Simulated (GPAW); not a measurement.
# C in GPAW: convergence with convergence criteria

Input of the first run (convergence criteria density=0.001 energy=0.01 eigenstates=0.0001); the others differ in this setting and in those tied to it:

Contents of run.py:

```python
from ase.dft.bandgap import bandgap
from ase.io import read, write
from ase.units import GPa
from gpaw import GPAW, PW

atoms = read('C.xyz')

calc = GPAW(mode=PW(800),
            xc='PBE',
            kpts={'size': (8, 8, 5), 'gamma': True},
            occupations={'name': 'fermi-dirac', 'width': 0.05},
            nbands=11,
            convergence={'density': 0.001, 'energy': 0.01, 'eigenstates': 0.0001},
            maxiter=100,
            txt='gpaw.txt')
atoms.calc = calc
energy = atoms.get_potential_energy()
forces = atoms.get_forces()
stress = atoms.get_stress()
calc.write('gs.gpw')
write('result.traj', atoms)
print(f'Energy: {energy:.6f} eV')
print('Forces (eV/A):')
print(forces.round(4))
print('Stress (GPa):', (stress / GPa).round(3))
print('Fermi level:', round(calc.get_fermi_level(), 4), 'eV')
print(f'Gap: {bandgap(calc)[0]:.4f} eV, direct: {bandgap(calc, direct=True)[0]:.4f} eV')
```

C.xyz

```xyz
2
Lattice="2.1273203072 -1.2282824400 0.0000000000 2.1273203072 1.2282824400 0.0000000000 -1.3790696309 0.0000000000 3.5028300786" Properties=species:S:1:pos:R:3 pbc="T T T"
C     -0.6699289920      0.0000000000      3.5025041753
C      3.5454999755      0.0000000000      0.0003259033
```

Potentials or basis: GPAW PAW data sets (gpaw-data 1.2.1), pw.

Launch:

```sh
$ OMP_NUM_THREADS=1 python run.py
```

This is a stacking variant of graphite.

Hardware: 1 thread of Arm Neoverse V1, with other jobs on the host.

```
                        convergence criteria  energy less the tightest run, at zero smearing (meV/atom)  SCF cycles  CPU time (s)  peak memory (GiB)
density=0.001 energy=0.01 eigenstates=0.0001                                                       0.00           6            15               0.15
                                     default                                                       0.00           8            19               0.15
                  density=1e-05 energy=1e-05                                                       0.00           9            20               0.15
                 density=1e-05 forces=0.0001                                                       0.00          10            21               0.15
density=1e-06 energy=1e-06 eigenstates=1e-10                                                       0.00          10            23               0.15
```

Against the tightest run, the energy stays within 1 meV/atom from density=0.001 energy=0.01 eigenstates=0.0001 on. The tightest run that finished is the yardstick and may itself not be fully converged.

Caveat, for the tightest run too: the k mesh is coarse; an odd mesh through Γ misses points on the zone boundary, where band edges often lie; this functional lacks dispersion, which binds the layers, so the pressure and a relaxed spacing across them are unreliable.
